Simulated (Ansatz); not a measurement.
ZrC, 4 atoms in the cell. Symmetry: P6_3/mmc, No. 194, hexagonal system. Conventional cell: a = 3.391 Å, b = 3.391 Å, c = 5.290 Å, α = 90.00°, β = 90.00°, γ = 120.00°. Around Zr (site symmetry -6m2) lie 6 C at 2.36 Å. Around C (site symmetry -3m) lie 6 Zr at 2.36 Å and 2 C at 2.65 Å. The cell comes from a database or a generator and needn't be the stable form of this composition.

```yaml
Program: Ansatz 0.2.0
Task: band structure
Functional: LDA
Potentials_or_basis: Ansatz PAW
Cutoff: "420 eV (not typed: the program's choice for these potentials)"
k_mesh: 7 × 7 × 4
Occupations: fermi-dirac, width 0.05 eV
Spin: no spin polarisation
Path: "[[\"G\", \"M\", \"K\", \"G\", \"A\", \"L\", \"H\", \"A\"], [\"L\", \"M\"], [\"K\", \"H\"]]"
Points_for_each_segment_of_the_path: 14
```

Potentials or basis: Ansatz PAW.

Command:

```sh
$ ansatz run input.yaml --threads 2 --pin off --max-ram 5632MiB --backend cpu --events-out ev --progress --plain --runs-dir out
```

Hardware: 2 threads of Intel(R) Xeon(R) Processor @ 2.70GHz, with other jobs on the host.

How long does it take, and how much memory?

Wall time 2.3 s on 2 threads of Intel(R) Xeon(R) Processor @ 2.70GHz, on a shared host, peak memory 0.37 GiB. Counts: scf iterations 6, plane waves 1049, k points 24, bands 26.
